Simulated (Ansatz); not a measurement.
# Direct or indirect: SiSeS sheet (P3m1)

```
CELL_PARAMETERS angstrom
3.40657 0.00000 0.00000
-1.70328 2.95018 0.00000
0.00000 0.00000 29.45018
ATOMIC_POSITIONS crystal
Se 0.00000 0.00000 0.37011
S 0.66667 0.33333 0.27644
Si 0.33333 0.66667 0.32068
```

Method: Ansatz, PBE, independent particles, without spin-orbit coupling, line width 0.1 eV (Gaussian). The band structure gives a fundamental gap of 0.68 eV. The spectrum of vertical transitions near the edge:

| E (eV) | absorbance (%), E ∥ xy |
| --- | --- |
| 0.24 | 0.00 |
| 0.36 | 0.00 |
| 0.48 | 0.00 |
| 0.60 | 0.00 |
| 0.72 | 0.00 |
| 0.84 | 0.00 |
| 0.96 | 0.00 |
| 1.08 | 0.00 |
| 1.20 | 0.00 |
| 1.32 | 0.10 |
| 1.44 | 0.60 |
| 1.56 | 0.91 |
| 1.68 | 0.94 |
| 1.80 | 0.95 |
| 1.92 | 1.03 |
| 2.04 | 1.34 |
| 2.16 | 1.62 |
| 2.28 | 1.73 |
| 2.40 | 1.76 |
| 2.52 | 1.79 |
| 2.64 | 2.15 |

(1) Is the gap direct or indirect, and about where do vertical transitions set in?

Results:

(1) Indirect, by the band path, whose least direct gap is 1.41 eV. The curves fit this: they stay near zero above 0.68 eV and rise only from about 1.4 eV, though a forbidden direct transition would look alike. Lines are broadened by 0.1 eV, which spreads the edge, and phonons, which would give weak absorption from the fundamental gap up, are left out.

Cells made by substitution are models, which may or may not match a known phase.

[Logs are printed without paths, hosts, clocks, repeated set-up lines and the standing remarks that a program may print on its own settings, such as how far it seeks lower states.]
